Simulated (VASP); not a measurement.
# Pb (P6_3/mmc) in VASP: a series of runs

Runs on Pb. Level: r2SCAN. Tasks: single point.

Everything below comes from runs of VASP 6.6.1. Logs are shortened: lines on timing, memory, paths and dates and some standing lists are left out, and cuts for length are marked.

## 1. Starting point

It takes space group P6_3/mmc (No. 194, hexagonal). The conventional cell has a = 3.514 Å, b = 3.514 Å, c = 5.797 Å, α = 90.00°, β = 90.00°, γ = 120.00°. Pb (site symmetry -6m2) is surrounded by 12 Pb at 3.51 to 3.54 Å.

This isn't the form of Pb at room conditions, which is fcc.

## 2. Single point, r2SCAN

Contents of POSCAR:

```
Pb
1.0
    3.5139206055      0.0000000000      0.0000000000
   -1.7569603027      3.0431445112      0.0000000000
    0.0000000000      0.0000000000      5.7969942361
Pb
2
Direct
    0.3333333333      0.6666666667      0.2500000000
    0.6666666667      0.3333333333      0.7500000000
```

Contents of INCAR.step1:

```
SYSTEM = Pb
PREC = Accurate
ENCUT = 520
ISMEAR = 0
SIGMA = 0.1
LREAL = .False.
LASPH = .True.
NELM = 100
NBANDS = 21
GGA = PE
ALGO = Normal
EDIFF = 1E-4
LWAVE = .True.
LCHARG = .False.
```

Contents of INCAR.step2:

```
SYSTEM = Pb
PREC = Accurate
ENCUT = 520
EDIFF = 1E-6
ISMEAR = 0
SIGMA = 0.1
LREAL = .False.
LASPH = .True.
NELM = 100
ALGO = Normal
ISIF = 2
LWAVE = .False.
LCHARG = .False.
METAGGA = R2SCAN
LMIXTAU = .True.
NBANDS = 21
ISTART = 1
```

Contents of KPOINTS:

```
Automatic mesh
0
Gamma
  15 15 8
  0 0 0
```

Potentials or basis: VASP PAW PBE potentials, release 64 (Pb_d).

Launch:

```bash
> cat potpaw_PBE.64/Pb_d/POTCAR > POTCAR
> cp INCAR.step1 INCAR
> mpirun -np 1 vasp_std > vasp.out
> cp INCAR.step2 INCAR
> mpirun -np 1 vasp_std > vasp.out
```

OUTCAR:

```text
SYSTEM = Pb
   PREC = Accurate
   ENCUT = 520
   EDIFF = 1E-6
   ISMEAR = 0
   LREAL = .False.
   LASPH = .True.
   NELM = 100
   ISIF = 2
   METAGGA = R2SCAN
   ISTART = 1

 ion  position               nearest neighbor table
   1  0.333  0.667  0.250-   2 3.54   2 3.54   2 3.54   2 3.54   2 3.54   2 3.54
   2  0.667  0.333  0.750-   1 3.54   1 3.54   1 3.54   1 3.54   1 3.54   1 3.54

  LATTYP: Found a hexagonal cell.
 ALAT       =     3.5139206055
 C/A-ratio  =     1.6497225996

  Lattice vectors:

 A1 = (   3.5139206055,   0.0000000000,   0.0000000000)
 A2 = (  -1.7569603027,   3.0431445112,   0.0000000000)
 A3 = (   0.0000000000,   0.0000000000,   5.7969942361)

Analysis of symmetry for initial positions (statically):
=====================================================================
 Subroutine PRICEL returns:
 Original cell was already a primitive cell.

 Routine SETGRP: Setting up the symmetry group for a
 hexagonal supercell.

 Subroutine GETGRP returns: Found 24 space group operations
 (whereof 12 operations were pure point group operations)
 out of a pool of 24 trial point group operations.

The static configuration has the point symmetry D_3d.
 The point group associated with its full space group is D_6h.

Analysis of symmetry for dynamics (positions and initial velocities):
=====================================================================
 Subroutine PRICEL returns:
 Original cell was already a primitive cell.

 Routine SETGRP: Setting up the symmetry group for a
 hexagonal supercell.

 Subroutine GETGRP returns: Found 24 space group operations
 (whereof 12 operations were pure point group operations)
 out of a pool of 24 trial point group operations.

The dynamic configuration has the point symmetry D_3d.
 The point group associated with its full space group is D_6h.

 Subroutine INISYM returns: Found 24 space group operations
 (whereof 12 operations are pure point group operations),
 and found     1 'primitive' translations

----------------------------------------------------------------------------------------

                                     Primitive cell

  volume of cell :      61.9894

  direct lattice vectors                    reciprocal lattice vectors
     3.513920606  0.000000000  0.000000000     0.284582412  0.164303732  0.000000000
    -1.756960303  3.043144511  0.000000000     0.000000000  0.328607464  0.000000000
     0.000000000  0.000000000  5.796994236     0.000000000  0.000000000  0.172503190

  length of vectors
     3.513920606  3.513920605  5.796994236     0.328607464  0.328607464  0.172503190

  position of ions in fractional coordinates (direct lattice)
     0.333333333  0.666666667  0.250000000
     0.666666667  0.333333333  0.750000000

  ion indices of the primitive-cell ions
   primitive index   ion index
                 1           1
                 2           2

----------------------------------------------------------------------------------------

 KPOINTS: Automatic mesh

Automatic generation of k-mesh.
 Grid dimensions read from file:
 generate k-points for:   15   15    8

 Generating k-lattice:

  Cartesian coordinates                     Fractional coordinates (reciprocal lattice)
     0.018972161  0.010953582  0.000000000     0.066666667  0.000000000  0.000000000
     0.000000000  0.021907164  0.000000000     0.000000000  0.066666667  0.000000000
     0.000000000  0.000000000  0.021562899     0.000000000  0.000000000  0.125000000

  Length of vectors
     0.021907164  0.021907164  0.021562899

  Shift w.r.t. Gamma in fractional coordinates (k-lattice)
     0.000000000  0.000000000  0.000000000

 Subroutine IBZKPT returns following result:
 ===========================================

 Found    135 irreducible k-points:

 Following reciprocal coordinates:
            Coordinates               Weight
  0.000000  0.000000  0.000000      1.000000
  0.066667 -0.000000  0.000000      6.000000
  0.133333 -0.000000  0.000000      6.000000
  0.200000 -0.000000  0.000000      6.000000
  0.266667 -0.000000  0.000000      6.000000
  0.333333  0.000000  0.000000      6.000000
[... 16 lines left out ...]
  0.333333  0.200000  0.000000     12.000000
  0.400000  0.200000  0.000000      6.000000
 [... further k-points ...]
   k-points           NKPTS =    135   k-points in BZ     NKDIM =    135   number of bands    NBANDS=     21
   number of dos      NEDOS =    301   number of ions     NIONS =      2
   total plane-waves  NPLWV =  37632
   dimension x,y,z NGX =    28 NGY =   28 NGZ =   48
   dimension x,y,z NGXF=    56 NGYF=   56 NGZF=   96
   ions per type =               2
   NGX,Y,Z   is equivalent  to a cutoff of  13.25, 13.25, 13.77 a.u.
   NGXF,Y,Z  is equivalent  to a cutoff of  26.49, 26.49, 27.53 a.u.
 SYSTEM =  Pb
   PREC   = accura    normal or accurate (medium, high low for compatibility)
   ISTART =      1    job   : 0-new  1-cont  2-samecut
   ICHARG =      0    charge: 1-file 2-atom 10-const
   ISPIN  =      1    spin polarized calculation?
   LNONCOLLINEAR =      F non collinear calculations
   LSORBIT =      F    spin-orbit coupling
   LASPH  =      T    aspherical Exc in radial PAW
   ENCUT  =  520.0 eV  38.22 Ry    6.18 a.u.   6.53  6.53 10.78*2*pi/ulx,y,z
   NELM   =    100;   NELMIN=  2; NELMDL=  0     # of ELM steps
   EDIFF  = 0.1E-05   stopping-criterion for ELM
   LREAL  =      F    real-space projection
   EDIFFG = 0.1E-04   stopping-criterion for IOM
   NSW    =      0    number of steps for IOM
   IBRION =     -1    ionic relax: 0-MD 1-quasi-New 2-CG
   NFREE  =      0    steps in history (QN), initial steepest desc. (CG)
   ISIF   =      2    stress and relaxation
   ISYM   =      2    0-nonsym 1-usesym 2-fastsym
   POTIM  = 0.5000    time-step for ionic-motion
   TEBEG  =    0.0;   TEEND  =   0.0 temperature during run
   PSTRESS=    0.0 pullay stress
   NELECT =      28.0000    total number of electrons
   NUPDOWN=      -1.0000    fix difference up-down
   EMIN   =  10.00;   EMAX   =-10.00  energy-range for DOS
   EFERMI =   0.00;   METHOD = LEGACY
   ISMEAR =     0;   SIGMA  =   0.10  broadening in eV -4-tet -1-fermi 0-gaus
   EFERMI_NEDOS =   21; number of points for ismear=-14 and -15
   IALGO  =     38    algorithm
   IMIX   =      4    mixing-type and parameters
     AMIX     =   0.40;   BMIX     =  1.00
     AMIX_MAG =   1.60;   BMIX_MAG =  1.00
  volume/ion in A,a.u.               =      30.99       209.16
  Fermi-wavevector in a.u.,A,eV,Ry     =   1.256093  2.373671 21.466851  1.577769
  Thomas-Fermi vector in A             =   2.389818
   LORBIT       =      0    0 simple, 1 ext, 2 COOP (PROOUT), +10 PAW based schemes
   METAGGA = R2SCAN    functional components
   LHFCALC =     F    Hartree Fock is set to
   AEXX    =    0.0000 exact exchange contribution
   IVDW    =     0    specifies the selected vdW correction
   LEPSILON=     F    determine dielectric tensor
   LRPA    =     F    only Hartree local field effects (RPA)
 non-spin polarized calculation
 Gauss-broadening in eV      SIGMA  =   0.10
  energy-cutoff  :      520.00
  volume of cell :       61.99
 maximum number of plane-waves:      1708
 NGX is ok and might be reduce to    28
   NGX = 13   NGY = 13   NGZ = 21

 number of electron      28.0000000 magnetization

 Free energy of the ion-electron system (eV)
  ---------------------------------------------------
  ext. energy  EPLUGINS =         0.00000000
  ---------------------------------------------------
  free energy    TOTEN  =      -112.54122691 eV

  energy without entropy =     -112.53809211  energy(sigma->0) =     -112.53965951

 E-fermi :   6.9432     XC(G=0): -10.8081

 val. band max:        6.8918672844   @ k =   0.3333   0.0000   0.2500
 cond. band min:       6.9827396201   @ k =   0.2667   0.1333   0.1250
 fundamental gap:      0.0908723356
 Fermi energy:         6.9431572240

 k-point     1 :       0.0000    0.0000    0.0000
  band No.  band energies     occupation
      1     -10.7628      2.00000
      2     -10.7406      2.00000
      3     -10.7160      2.00000
      4     -10.7160      2.00000
      5     -10.6964      2.00000
      6     -10.6964      2.00000
[... 13 lines left out ...]
     20      16.7962      0.00000
     21      19.1712      0.00000

 k-point     2 :       0.0667   -0.0000    0.0000
  band No.  band energies     occupation
      1     -10.7597      2.00000
      2     -10.7423      2.00000
      3     -10.7091      2.00000
      4     -10.7052      2.00000
      5     -10.6945      2.00000
      6     -10.6860      2.00000
[... 13 lines left out ...]
     20      17.0255      0.00000
     21      18.6759      0.00000

 k-point     3 :       0.1333   -0.0000    0.0000
  band No.  band energies     occupation
      1     -10.7709      2.00000
      2     -10.7298      2.00000
      3     -10.7023      2.00000
      4     -10.6745      2.00000
      5     -10.6737      2.00000
      6     -10.6562      2.00000
[... 13 lines left out ...]
     20      17.7655      0.00000
     21      17.9497      0.00000

 k-point     4 :       0.2000   -0.0000    0.0000
  band No.  band energies     occupation
      1     -10.7958      2.00000
      2     -10.7161      2.00000
      3     -10.6935      2.00000
      4     -10.6799      2.00000
      5     -10.6655      2.00000
      6     -10.6303      2.00000
[... 13 lines left out ...]
     20      17.0895      0.00000
     21      18.1865      0.00000

 k-point     5 :       0.2667   -0.0000    0.0000
  band No.  band energies     occupation
      1     -10.8236      2.00000
      2     -10.7248      2.00000
      3     -10.7093      2.00000
      4     -10.6817      2.00000
      5     -10.6626      2.00000
      6     -10.5798      2.00000
[... 13 lines left out ...]
     20      16.6476      0.00000
     21      17.9520      0.00000
[... 382 lines left out ...]
     20      17.7409      0.00000
     21      18.3577      0.00000

 k-point    22 :       0.2667    0.2000    0.0000
  band No.  band energies     occupation
      1     -10.7745      2.00000
      2     -10.7662      2.00000
      3     -10.7134      2.00000
      4     -10.6957      2.00000
      5     -10.6214      2.00000
      6     -10.6024      2.00000
[... 13 lines left out ...]
     20      17.7344      0.00000
     21      19.6052      0.00000

 k-point    23 :       0.3333    0.2000    0.0000
  band No.  band energies     occupation
      1     -10.7927      2.00000
      2     -10.7766      2.00000
      3     -10.6916      2.00000
      4     -10.6853      2.00000
      5     -10.6194      2.00000
      6     -10.6091      2.00000
[... 13 lines left out ...]
     20      17.5695      0.00000
     21      20.4845      0.00000

 k-point    24 :       0.4000    0.2000    0.0000
  band No.  band energies     occupation
      1     -10.7991      2.00000
      2     -10.7803      2.00000
      3     -10.6888      2.00000
      4     -10.6760      2.00000
      5     -10.6268      2.00000
      6     -10.5980      2.00000
[... 13 lines left out ...]
     20      17.5101      0.00000
     21      21.0345      0.00000

 [... further k-points ...]

------------------------ aborting loop because EDIFF is reached ----------------------------------------

  FORCE on cell =-STRESS in cart. coord.  units (eV):
  Direction    XX          YY          ZZ          XY          YZ          ZX
  --------------------------------------------------------------------------------------
  -------------------------------------------------------------------------------------
  Total       -0.0022242     -0.0022242      0.0094816     -0.0000000      0.0000000     -0.0000000
  in kB       -0.0574870     -0.0574870      0.2450613     -0.0000000      0.0000000     -0.0000000
  external PRESSURE =       0.0433624 kB  Pullay stress =       0.0000000 kB

 VOLUME and BASIS-vectors are now :
 -----------------------------------------------------------------------------
  energy-cutoff  :      520.00
  volume of cell :       61.99
      direct lattice vectors                 reciprocal lattice vectors
     3.513920606  0.000000000  0.000000000     0.284582412  0.164303732  0.000000000
    -1.756960303  3.043144511  0.000000000     0.000000000  0.328607464  0.000000000
     0.000000000  0.000000000  5.796994236     0.000000000  0.000000000  0.172503190

 POSITION                                       TOTAL-FORCE (eV/Angst)
 -----------------------------------------------------------------------------------
     -0.00000      2.02876      1.44925         0.000000     -0.000000      0.000000
      1.75696      1.01438      4.34775        -0.000000      0.000000      0.000000
 -----------------------------------------------------------------------------------
    total drift:                               -0.000000      0.000000      0.000000

  FREE ENERGIE OF THE ION-ELECTRON SYSTEM (eV)
  ---------------------------------------------------
  free  energy   TOTEN  =      -112.5412269118 eV

  energy  without entropy=     -112.5380921147  energy(sigma->0) =     -112.53965951
```

Run time: 5.6 min. Hardware: 1 thread of Intel Xeon Platinum 8488C (Sapphire Rapids), shared host; peak memory 0.29 GiB.

Results:

```
Free energy            : -112.5412 eV
Pressure               : 0.0 GPa
Band gap on the k mesh : none (metal or under the smearing width)
```

Levels at points of the mesh, in eV from the Fermi level:
| k point | band 12 | band 13 | band 14 | band 15 | band 16 | band 17 |
| --- | --- | --- | --- | --- | --- | --- |
| (0.00, 0.00, 0.00) | -8.52 | -4.25 | 5.81 | 5.81 | 7.52 | 7.59 |
| (0.00, 0.00, 0.50) | -10.90 | 0.70 | 0.70 | 6.66 | 6.66 | 6.66 |

Caveat: the PAW data sets were made with another functional, which shifts forces and pressure a little.

## 3. Single point, r2SCAN

This run uses another cell than the first one, of 29.31 Å³/atom, 0.946 times its volume.

Contents of POSCAR:

```
Pb
1.0
    3.4800006906      0.0000000000      0.0000000000
   -1.7400003453      3.0137690032      0.0000000000
    0.0000000000      0.0000000000      5.5900000000
Pb
2
Direct
    0.3333333333      0.6666666667      0.2500000000
    0.6666666667      0.3333333333      0.7500000000
```

Contents of INCAR.step1:

```
SYSTEM = Pb
  ALGO = Normal
  EDIFF = 1E-4
  ENCUT = 520
  GGA = PE
  ISMEAR = 0
  LASPH = .True.
  LCHARG = .False.
  LREAL = .False.
  LWAVE = .True.
  NBANDS = 21
  NELM = 100
  PREC = Accurate
  SIGMA = 0.1
```

Contents of INCAR.step2:

```
SYSTEM = Pb
  ALGO = Normal
  EDIFF = 1E-7
  ENCUT = 520
  ISIF = 2
  ISMEAR = 0
  ISTART = 1
  LASPH = .True.
  LCHARG = .False.
  LMIXTAU = .True.
  LREAL = .False.
  LWAVE = .False.
  METAGGA = R2SCAN
  NBANDS = 21
  NELM = 100
  PREC = Accurate
  SIGMA = 0.1
```

Contents of KPOINTS:

```
k-points
0
Gamma
  6 6 4
  0 0 0
```

Potentials or basis: VASP PAW PBE potentials, release 64 (Pb_d).

Launch:

```bash
> cat potpaw_PBE.64/Pb_d/POTCAR > POTCAR
> cp INCAR.step1 INCAR
> mpirun -np 1 vasp_std > vasp.out
> cp INCAR.step2 INCAR
> mpirun -np 1 vasp_std > vasp.out
```

It took 68 s on 1 thread of Intel Xeon Platinum 8488C (Sapphire Rapids), shared host; peak memory 0.19 GiB.

The run converged. Its results:

```
Free energy            : -112.4162 eV
Pressure               : 3.3 GPa
Band gap on the k mesh : none (metal or under the smearing width)
```

Stress tensor (GPa, compression positive):
```
4.00 0.00 0.00
0.00 4.00 0.00
0.00 0.00 1.91
```

Levels at points of the mesh, in eV from the Fermi level:
```csv
k point,band 12,band 13,band 14,band 15,band 16,band 17
"(0.00, 0.00, 0.00)",-8.30,-4.47,5.83,5.83,7.83,7.83
"(0.50, 0.00, 0.00)",-7.42,-2.97,-1.46,-0.55,1.97,2.07
"(0.00, 0.00, 0.50)",-11.15,1.14,1.14,6.78,6.78,6.78
"(0.50, 0.00, 0.50)",-7.85,-3.96,-3.96,3.60,3.60,3.96
```

Caveat: the PAW data sets were made with another functional, which shifts forces and pressure a little. Spin-orbit coupling is left out, which matters for the levels of Pb.

## 4. Single point, r2SCAN (bulk in the cell of the (0 0 1) plane)

Contents of POSCAR:

```
Pb
1.0
    3.5139206055      0.0000000000      0.0000000000
   -1.7569603027      3.0431445112      0.0000000000
    0.0000000000      0.0000000000      5.7969942361
Pb
2
Direct
    0.3333333333      0.6666666667      0.2500000000
    0.6666666667      0.3333333333      0.7500000000
```

Contents of INCAR.step1:

```
SYSTEM = Pb
PREC = Accurate ; ENCUT = 520
ISMEAR = 0 ; SIGMA = 0.1
LREAL = .False. ; LASPH = .True.
NELM = 100 ; NBANDS = 21
GGA = PE ; ALGO = Normal
EDIFF = 1E-4 ; LWAVE = .True.
LCHARG = .False.
```

Contents of INCAR.step2:

```
SYSTEM = Pb
PREC = Accurate ; ENCUT = 520
EDIFF = 1E-7 ; ISMEAR = 0
SIGMA = 0.1 ; LREAL = .False.
LASPH = .True. ; NELM = 100
ALGO = Normal ; ISIF = 2
LWAVE = .False. ; LCHARG = .False.
METAGGA = R2SCAN ; LMIXTAU = .True.
NBANDS = 21 ; ISTART = 1
```

Contents of KPOINTS:

```
Automatic mesh
0
Gamma
  12 12 6
  0 0 0
```

Launch:

```bash
> cat potpaw_PBE.64/Pb_d/POTCAR > POTCAR
> cp INCAR.step1 INCAR
> mpirun -np 1 vasp_std > vasp.out
> cp INCAR.step2 INCAR
> mpirun -np 1 vasp_std > vasp.out
```

Run time: 3.8 min. Hardware: 1 thread of Intel Xeon Platinum 8488C (Sapphire Rapids), shared host; peak memory 0.24 GiB.

It converged, with:

```
Free energy            : -112.5392 eV
Pressure               : -0.1 GPa
Band gap on the k mesh : none (metal or under the smearing width)
```

Stress tensor (GPa, compression positive):
```
-0.17  0.00  0.00
 0.00 -0.17  0.00
 0.00  0.00 -0.04
```

Levels at points of the mesh, in eV from the Fermi level:
```
           k point  band 10  band 11  band 12  band 13  band 14  band 15  band 16  band 17  band 18  band 19
(0.00, 0.00, 0.00)   -17.50   -12.19    -8.60    -4.33     5.73     5.73     7.44     7.52     7.52     9.28
(0.50, 0.00, 0.00)   -17.46    -8.65    -7.43    -3.09    -1.67    -0.55     1.82     2.14     5.62     6.56
(0.00, 0.00, 0.50)   -17.56   -10.98   -10.98     0.62     0.62     6.58     6.58     6.58     6.58     9.88
(0.50, 0.00, 0.50)   -17.47    -7.88    -7.88    -3.80    -3.80     3.47     3.47     3.50     3.50     7.33
```

Caveat: the PAW data sets were made with another functional, which shifts forces and pressure a little. Spin-orbit coupling is left out, which matters for the levels of Pb.

## 5. Summary

```csv
cell,k mesh,gap on the mesh (eV),pressure (GPa)
"P6_3/mmc, 30.99 Å³/atom",15 × 15 × 8,none,0.0
"P6_3/mmc, 29.31 Å³/atom",6 × 6 × 4,none,3.3
bulk in the cell of the (0 0 1) plane,12 × 12 × 6,none,-0.1
```

Alike in all rows: task single point; level r2SCAN; potentials or basis VASP PAW PBE potentials, release 64 (Pb_d); no spin polarisation; cutoff (eV) 520; smearing gaussian 0.1 eV.

Caveats: the PAW data sets were made with another functional, which shifts forces and pressure a little.

Absolute energies hang on the potentials; compare differences alone.
